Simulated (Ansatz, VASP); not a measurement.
**One calculation of Si2W, two programs**

File INCAR:

```
SYSTEM = Si2W
PREC = Accurate
ENCUT = 520
EDIFF = 1E-7
ISMEAR = 0
SIGMA = 0.1
LREAL = .FALSE.
LASPH = .TRUE.
NELM = 60
ALGO = Normal
ISIF = 2
LWAVE = .FALSE.
LCHARG = .FALSE.
LDIPOL = .TRUE.
IDIPOL = 3
DIPOL = 0.5 0.5 0.500
GGA = PE
IBRION = 2
NSW = 70
EDIFFG = -0.03
LUSENCCL = .FALSE.
```

Contents of KPOINTS:

```
Automatic mesh
0
G
  9 9 1
  0 0 0
```

Contents of POSCAR:

```
Si2W
1.0
    3.2292919641      0.0000000000      0.0000000000
    0.0000000000      3.2292919641      0.0000000000
    0.0000000000      0.0000000000     20.5365235649
Si W
4 2
Selective dynamics
Direct
    0.0000000000      0.0000000000      0.3408561326  F F F
    0.0000000000      0.0000000000      0.4676014901  F F F
    0.5000000000      0.5000000000      0.5323985099  T T T
    0.5000000000      0.5000000000      0.6591438674  T T T
    0.5000000000      0.5000000000      0.4042288114  F F F
    0.0000000000      0.0000000000      0.5957711886  T T T
```

Input for Ansatz:

```yaml
crystal:
  lattice:
    - [3.2292919641, 0.0, 0.0]
    - [0.0, 3.2292919641, 0.0]
    - [0.0, 0.0, 20.5365235649]
  atoms:
    - { symbol: Si, position: [0.0, 0.0, 0.3408561326] }
    - { symbol: W, position: [0.5, 0.5, 0.4042288114] }
    - { symbol: Si, position: [0.0, 0.0, 0.4676014901] }
    - { symbol: Si, position: [0.5, 0.5, 0.5323985099] }
    - { symbol: W, position: [0.0, 0.0, 0.5957711886] }
    - { symbol: Si, position: [0.5, 0.5, 0.6591438674] }
basis:
  ecutwfc: 420
kpoints:
  mp_grid: { grid: [9, 9, 1] }
hamiltonian:
  xc: pbe
  pseudopotentials: { kind: paw, azcp: { folder: soft_1 } }
scf:
  occupations: { method: gaussian, width: 0.1 }
output:
  forces: true
  eigenvalues: true
relax:
  adjacent_minimum: "off"
  f_tol: 0.03
  max_steps: 50
  constraints: [{ sites: [0, 1, 2] }]
efield:
  axis: 3
  dipole_correction: true
  ramp_width: 0.04
```

Alike in both runs: task relaxation of the atoms; functional PBE; k mesh 9 × 9 × 1; occupations gaussian, width 0.1 eV; no spin polarisation.

```csv
,VASP,Ansatz
version,VASP 6.6.1,Ansatz 0.2.0
potentials or method,"VASP PAW PBE potentials, release 64 (Si, W_sv)","scalar-relativistic, plane waves, PAW"
plane-wave cutoff (eV),520,420
valence electrons in the cell,44,44
```

|  | VASP | Ansatz | Ansatz less VASP |
| --- | --- | --- | --- |
| gap on the k mesh at the Fermi level, each at its own relaxed structure (eV) | none | none | - |
| energy change over the relaxation (meV/atom) | -4 | -4 | 0.0 |

A gap of «none» marks a metal or a gap that the smearing closes.

The runs have no spin-orbit coupling, so splittings on W are missing.
